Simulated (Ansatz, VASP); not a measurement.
## One calculation of InSb, two programs

Contents of INCAR:

```
PREC = Accurate ; ENCUT = 520
EDIFF = 1E-7 ; ISMEAR = 0
SIGMA = 0.1 ; LREAL = F
LASPH = T ; NELM = 100
ALGO = Normal ; ISIF = 2
LWAVE = F ; LCHARG = F
GGA = PE ; NBANDS = 16
```

The input KPOINTS:

```
Automatic mesh
0
Gamma
  12 12 12
```

The input POSCAR:

```
InSb
1.0
    0.0000000000      2.9468560898      2.9468560898
    2.9468560898      0.0000000000      2.9468560898
    2.9468560898      2.9468560898      0.0000000000
In Sb
1 1
Direct
    0.0000000000      0.0000000000      0.0000000000
    0.5000000000      0.5000000000      0.5000000000
```

Input for Ansatz:

```yaml
crystal:
  lattice:
    - [0.0, 2.9468560898, 2.9468560898]
    - [2.9468560898, 0.0, 2.9468560898]
    - [2.9468560898, 2.9468560898, 0.0]
  atoms:
    - { symbol: In, position: [0.0, 0.0, 0.0] }
    - { symbol: Sb, position: [0.5, 0.5, 0.5] }
basis:
  ecutwfc: 420
kpoints:
  mp_grid: { grid: [12, 12, 12] }
hamiltonian:
  xc: pbe
scf:
  occupations: { method: gaussian, width: 0.1 }
output:
  forces: true
  stress: true
  eigenvalues: true
```

Alike in both runs: task single point; functional PBE; k mesh 12 × 12 × 12; occupations gaussian, width 0.1 eV; no spin polarisation.

|  | VASP | Ansatz |
| --- | --- | --- |
| version | VASP 6.6.1 | Ansatz 0.2.0 |
| potentials or method | VASP PAW PBE potentials, release 64 (In_d, Sb) | scalar-relativistic, plane waves, PAW |
| plane-wave cutoff (eV) | 520 | 420 |
| valence electrons in the cell | 18 | 28 |

|  | VASP | Ansatz | Ansatz less VASP |
| --- | --- | --- | --- |
| gap on the k mesh at the Fermi level (eV) | none | none | - |
| pressure (GPa) | 8.3 | 8.3 | 0.00 |

A gap of «none» marks a metal or a gap that the smearing closes. With one functional, cell and mesh, what is left measures potentials, basis and numerics. The two sets of potentials don't hold the same shells in valence.

Spin-orbit coupling is left out, which matters for the levels of Sb.
